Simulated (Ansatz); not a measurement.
# I (P-1) in Ansatz: convergence with wavefunction cutoff

Aim: find how far wavefunction cutoff must go before the results for I settle, at PBEsol. This setting moves, with any that are tied to it; all else stays.

Program: Ansatz 0.2.0. These are calculated values, not measurements. Logs are shortened: lines on timing, memory, paths and dates and some standing lists are left out, and cuts for length are marked.

### 1 The cell of the first run

The typed cell holds 1 atom: a = 4.811 Å, b = 4.879 Å, c = 4.793 Å, α = 140.87°, β = 140.59°, γ = 57.07°.

The cell isn't the ideal one: cell strained at random at fixed volume.

### 2 With wavefunction cutoff 400 eV

Contents of input.yaml:

```yaml
crystal:
  lattice:
    - [-1.589945, 1.632063, 4.236687]
    - [1.684208, -1.640203, 4.275524]
    - [1.555337, 1.605595, -4.239774]
  atoms:
    - { symbol: I, position: [0.00275, 0.011635, 0.015392] }
hamiltonian:
  xc: pbesol
  pseudopotentials: { kind: paw, level: accurate }
kpoints:
  mp_grid: { grid: [6, 6, 8] }
scf:
  occupations: { method: gaussian, width: 0.1 }
output:
  forces: true
  stress: true
  eigenvalues: true
basis:
  ecutwfc: "400 eV"
```

Potentials or basis: Ansatz PAW earlier set.

Started as:

```bash
> ansatz run input.yaml --threads 2 --pin off --max-ram 5632MiB --backend cpu --events-out ev --progress --plain --runs-dir out
```

The log of the run:

```text
Warning: basis.ecutwfc = 400 eV is below the records' recommended 620 eV, and the density's cutoff is lower with it unless basis.ecutrho_ratio is high enough to keep the records' density cutoff: compare with a run at a higher cutoff
Warning: RAYON_NUM_THREADS=2 ignored (pool sized by the plan → 2); use --threads N
basis.fft_grid_basis auto: the FFT boxes are laid along the combinations [[1, 0, 1], [0, 1, 1], [0, 0, 1]] of the cell's own vectors, 3.238, 3.240 and 4.793 Å long. The dense box has 24×24×32 points. Along the cell's own vectors, as sized, it would have 32×32×32, 1.78 times as many. basis.fft_grid_basis: typed keeps the cell's own vectors: state it where this run's energies or levels are differenced outside the engine with another run's, or held beside a run that keeps those vectors.
Engine: ansatz 0.2.0, x86_64-unknown-linux-gnu
Pseudopotentials: kind: paw, level: accurate
Pseudopotential: I, paw, valence charge 17, recommended cutoff 620 eV (high), I.paw.azcp
Functional definition: PBEsol
  exchange = pbesol_x
  correlation = pbesol_c
Crystal: 1 atoms, lattice volume = 44.630 Å³
Basis set: ecut = 400 eV, 797 PW (Γ), FFT grids on a1+a3, a2+a3, a3, exchange–correlation on 48×48×64 points (8 copies of the dense FFT grid, shifted against one another)
Bands: 13, of which v1, the nominal top of the filled ones, is band 9 counted from 1 (8 counted from 0)
Symmetry: 2 space group operations
Space group: P-1 (ITA 2), of the structure as read, at distance tolerance 3.5e-5 Å
k-points: 148 of 288
Non-local potential: I, projectors of the file, l = 0: 2, l = 1: 2, l = 2: 3, l = 3: 2
PAW form: soft (Blöchl's): semilocal exchange-correlation on the pseudo side does not see the compensation charge
PAW frozen core: I, regenerated for the run's functional, and the local potential with it (the file was generated under x = pbe(κ = 0.804, μ = 0.2195149727645171), c = pbe(β = 0.06672455060314922))
PAW one-centre angular grid: I, 590 points (default); XC on 64 Gauss nodes
Initial density: superposition of atomic densities (chi_scale 0.1, normalization cell)
Initial wavefunctions: pseudopotential atomic-orbital guess
Functional: x = pbesol(κ = 0.804, μ = 0.12345679012345678), c = pbesol(β = 0.046)
SCF iter   1: F=—  HF=-7434.725947 eV  |F-HF|=—  |Δ(HF+E_count)|=         —  Δρ=1.34e-2  dr2=8.10e-2  ethr=3.10e-3  ⟨swp⟩=4.9  Hψ=10848  notcnv=0
preconditioner: auto → none  [insulator: Δε(μ)=0.110 eV  Ē_g=12.857 eV  σ=0.100 eV  W_gap=0.55  n_scr=10 (ndim 8)  ℏωp=14.7 eV  f_vac=0.190  D(μ)=0.44/eV (n_scr^D=0)  ε∞_Penn≈2.3]
SCF iter   2: F=—  HF=-7434.693819 eV  |F-HF|=—  |Δ(HF+E_count)|=   3.21e-2  Δρ=4.98e-3  dr2=8.64e-3  ethr=4.77e-4  ⟨swp⟩=2.0  Hψ=3662  notcnv=0  defer=56
SCF iter   3: F=—  HF=-7434.691184 eV  |F-HF|=—  |Δ(HF+E_count)|=   2.63e-3  Δρ=7.37e-4  dr2=1.46e-4  ethr=5.08e-5  ⟨swp⟩=2.0  Hψ=2351  notcnv=0  defer=56
SCF iter   4: F=—  HF=-7434.691221 eV  |F-HF|=—  |Δ(HF+E_count)|=   3.61e-5  Δρ=2.06e-4  dr2=1.14e-5  ethr=8.61e-7  ⟨swp⟩=2.7  Hψ=3140  notcnv=0  defer=56
SCF iter   5: F=—  HF=-7434.691218 eV  |F-HF|=—  |Δ(HF+E_count)|=   2.19e-6  Δρ=1.17e-5  dr2=3.79e-8  ethr=5.88e-10  ⟨swp⟩=6.6  Hψ=10801  notcnv=0
SCF iter   6: F=-7434.691218 eV  HF=-7434.691218 eV  |F-HF|=8.20e-10  |Δ(HF+E_count)|=   1.27e-8  Δρ=1.90e-6  dr2=7.84e-10  ethr=2.23e-10  ⟨swp⟩=2.0  Hψ=6148  notcnv=0
SCF 1 converged in 6 iterations: F = -7434.691218 eV  dr2 = 7.84e-10
SCF converged after 6 iterations
Free energy (F): -7434.691218 eV
Harris-Foulkes:  -7434.691218 eV  (|F-HF|=8.20e-10)
Internal energy: -7434.689063 eV  (E = F + TS)
E sigma→0 (E₀):  -7434.690141 eV
Entropy (-TS):   -0.002155 eV (-2.155 meV/atom)
Fermi energy:    4.727699 eV
--- Per-component energies (eV) ---
  E_band       = -407.242849
  E_kinetic    = 278.327090
  E_local      = -3275.064955  (includes V_loc(G=0)·N_el)
  E_nonlocal   = 967.476905
  E_hartree    = 1087.700472
  E_xc         = -209.080776
  E_vxc        = -151.937408  (∫ρ·V_xc dr)
  E_paw        = -4661.277301  (= ΣΔE_a)
  E_vpaw       = -401.445183  (= ΣTr[D̂ρ^β])
  E_aug_tail   = 0.000017  (compensation charges beyond the density's cutoff)
  E_ewald      = -1623.183096
  E_core_change = 0.412581  (= ΣΔE_core)
  E_smearing   = -0.002155  (= −TS)
  E_closure    = -0.000000  (closes the sum)
  Σ components = -7434.691218   (vs F -7434.691218, Δ=0.00e0)
--- Forces (eV/Å), atoms counted from 1 ---
  atom   1  I      0.00000000     0.00000000     0.00000000
  max |Σ_I F_I| component: 0.00e0 eV/Å
--- Stress (GPa, compression-positive) ---
       -2.045438       0.261711      -0.037655
        0.261711      -2.005279       0.005554
       -0.037655       0.005554      -0.497423
  P = ⅓ Tr σ = -1.5160 GPa (-15.160 kbar)
--- Band table (eV; the first three rows and the last of 148) ---
  k-point 0: bands = ["-40.4966", "-40.4780", "-40.2776", "-40.2728", "-40.2176", "-8.9805", "2.5077", "5.5485", "5.6323", "8.8778", "12.2043", "12.6979", "17.0695"]
  k-point 1: bands = ["-40.4929", "-40.4795", "-40.2791", "-40.2749", "-40.2155", "-8.6755", "2.7587", "4.3457", "4.4229", "9.4123", "14.1443", "14.4391", "14.4846"]
  k-point 2: bands = ["-40.4840", "-40.4788", "-40.2814", "-40.2763", "-40.2104", "-7.8478", "2.5551", "2.5905", "3.3769", "10.6598", "12.8011", "12.8554", "13.7510"]
  k-point 147: bands = ["-40.4995", "-40.4788", "-40.2805", "-40.2742", "-40.2183", "-8.8561", "1.0763", "5.4400", "5.5257", "11.8798", "12.1149", "13.9360", "17.3539"]
```

It took 4.6 s on 2 threads of Intel Xeon at 2.50GHz (Skylake/Cascade Lake), shared host; peak memory 0.36 GiB.

Results:

```yaml
Free_energy: -7434.6912 eV
Pressure: -1.5 GPa
Band_gap_on_the_k_mesh: none (metal or under the smearing width)
```

### 3 With wavefunction cutoff 500 eV

input.yaml: that of step 2 with these lines changed.

```diff
@@ -19,2 +19,2 @@
 basis:
-  ecutwfc: "400 eV"
+  ecutwfc: "500 eV"
```

Potentials or basis: Ansatz PAW earlier set.

Started as:

```bash
> ansatz run input.yaml --threads 2 --pin off --max-ram 5632MiB --backend cpu --events-out ev --progress --plain --runs-dir out
```

Run time: 6.2 s. Hardware: 2 threads of Intel Xeon at 2.50GHz (Skylake/Cascade Lake), shared host; peak memory 0.39 GiB.

What came out:

```yaml
Free_energy: -7434.7533 eV
Pressure: -1.5 GPa
Band_gap_on_the_k_mesh: none (metal or under the smearing width)
```

### 4 With wavefunction cutoff 600 eV

input.yaml: that of step 3 with these lines changed.

```diff
@@ -19,2 +19,2 @@
 basis:
-  ecutwfc: "500 eV"
+  ecutwfc: "600 eV"
```

Started as:

```bash
> ansatz run input.yaml --threads 2 --pin off --max-ram 5632MiB --backend cpu --events-out ev --progress --plain --runs-dir out
```

Run time: 7.9 s. Hardware: 2 threads of Intel Xeon at 2.50GHz (Skylake/Cascade Lake), shared host; peak memory 0.42 GiB.

Results:

* Free energy: -7434.7536 eV
* Pressure: -1.5 GPa
* Band gap on the k mesh: none (metal or under the smearing width)

### 5 With wavefunction cutoff 700 eV

input.yaml: that of step 4 with these lines changed.

```diff
@@ -19,2 +19,2 @@
 basis:
-  ecutwfc: "600 eV"
+  ecutwfc: "700 eV"
```

Started as:

```bash
> ansatz run input.yaml --threads 2 --pin off --max-ram 5632MiB --backend cpu --events-out ev --progress --plain --runs-dir out
```

Run time: 9.3 s. Hardware: 2 threads of Intel Xeon at 2.50GHz (Skylake/Cascade Lake), shared host; peak memory 0.46 GiB.

What came out:

| Property | Result |
| --- | --- |
| Free energy | -7434.7536 eV |
| Pressure | -1.5 GPa |
| Band gap on the k mesh | none (metal or under the smearing width) |

### 6 With wavefunction cutoff 850 eV

input.yaml: that of step 5 with these lines changed.

```diff
@@ -19,2 +19,2 @@
 basis:
-  ecutwfc: "700 eV"
+  ecutwfc: "850 eV"
```

Potentials or basis: Ansatz PAW earlier set.

Started as:

```bash
> ansatz run input.yaml --threads 2 --pin off --max-ram 5632MiB --backend cpu --events-out ev --progress --plain --runs-dir out
```

Run time: 12 s. Hardware: 2 threads of Intel Xeon at 2.50GHz (Skylake/Cascade Lake), shared host; peak memory 0.52 GiB.

Results (log left out):

* Free energy: -7434.7537 eV
* Pressure: -1.5 GPa
* Band gap on the k mesh: none (metal or under the smearing width)

### 7 With wavefunction cutoff 1000 eV

input.yaml: that of step 6 with these lines changed.

```diff
@@ -19,2 +19,2 @@
 basis:
-  ecutwfc: "850 eV"
+  ecutwfc: "1000 eV"
```

Started as:

```bash
> ansatz run input.yaml --threads 2 --pin off --max-ram 5632MiB --backend cpu --events-out ev --progress --plain --runs-dir out
```

It took 15 s on 2 threads of Intel Xeon at 2.50GHz (Skylake/Cascade Lake), shared host; peak memory 0.57 GiB.

The run converged. Its results:

- Free energy: -7434.7538 eV
- Pressure: -1.5 GPa
- Band gap on the k mesh: none (metal or under the smearing width)

### 8 With wavefunction cutoff 1200 eV

input.yaml: that of step 7 with these lines changed.

```diff
@@ -19,2 +19,2 @@
 basis:
-  ecutwfc: "1000 eV"
+  ecutwfc: "1200 eV"
```

Started as:

```bash
> ansatz run input.yaml --threads 2 --pin off --max-ram 5632MiB --backend cpu --events-out ev --progress --plain --runs-dir out
```

Run time: 19 s. Hardware: 2 threads of Intel Xeon at 2.50GHz (Skylake/Cascade Lake), shared host; peak memory 0.67 GiB.

It converged, with:

```
Free energy            : -7434.7538 eV
Pressure               : -1.5 GPa
Band gap on the k mesh : none (metal or under the smearing width)
```

### 9 With wavefunction cutoff 1400 eV

input.yaml: that of step 8 with these lines changed.

```diff
@@ -19,2 +19,2 @@
 basis:
-  ecutwfc: "1200 eV"
+  ecutwfc: "1400 eV"
```

Potentials or basis: Ansatz PAW earlier set.

Started as:

```bash
> ansatz run input.yaml --threads 2 --pin off --max-ram 5632MiB --backend cpu --events-out ev --progress --plain --runs-dir out
```

Run time: 25 s. Hardware: 2 threads of Intel Xeon at 2.50GHz (Skylake/Cascade Lake), shared host; peak memory 0.76 GiB.

The run converged. Its results:

| Item | Value |
| --- | --- |
| Free energy | -7434.7538 eV |
| Pressure | -1.5 GPa |
| Band gap on the k mesh | none (metal or under the smearing width) |

### 10 With wavefunction cutoff 1700 eV

input.yaml: that of step 9 with these lines changed.

```diff
@@ -19,2 +19,2 @@
 basis:
-  ecutwfc: "1400 eV"
+  ecutwfc: "1700 eV"
```

Started as:

```bash
> ansatz run input.yaml --threads 2 --pin off --max-ram 5632MiB --backend cpu --events-out ev --progress --plain --runs-dir out
```

It took 35 s on 2 threads of Intel Xeon at 2.50GHz (Skylake/Cascade Lake), shared host; peak memory 0.93 GiB.

It converged, with:

- Free energy: -7434.7538 eV
- Pressure: -1.5 GPa
- Band gap on the k mesh: none (metal or under the smearing width)

### 11 Result

| wavefunction cutoff | energy less the tightest run, at zero smearing (meV/atom) | SCF cycles | CPU time (s) | peak memory (GiB) |
| --- | --- | --- | --- | --- |
| 400 eV | 62.60 | 6 | 8.1 | 0.36 |
| 500 eV | 0.53 | 6 | 11 | 0.39 |
| 600 eV | 0.23 | 6 | 15 | 0.42 |
| 700 eV | 0.19 | 6 | 18 | 0.46 |
| 850 eV | 0.07 | 6 | 23 | 0.52 |
| 1000 eV | 0.05 | 6 | 29 | 0.57 |
| 1200 eV | 0.03 | 6 | 37 | 0.67 |
| 1400 eV | 0.01 | 6 | 48 | 0.76 |
| 1700 eV | 0.00 | 6 | 67 | 0.93 |

Against the tightest run, the energy stays within 1 meV/atom from 500 eV on. The tightest run that finished is the yardstick and may itself not be fully converged.

Caveats: an odd number of electrons without spin polarisation forces a metal; a magnetic or distorted state may lie lower; the PAW data sets come from PBE, with cores solved anew for the run's functional, which leaves a small shift of forces and pressure.
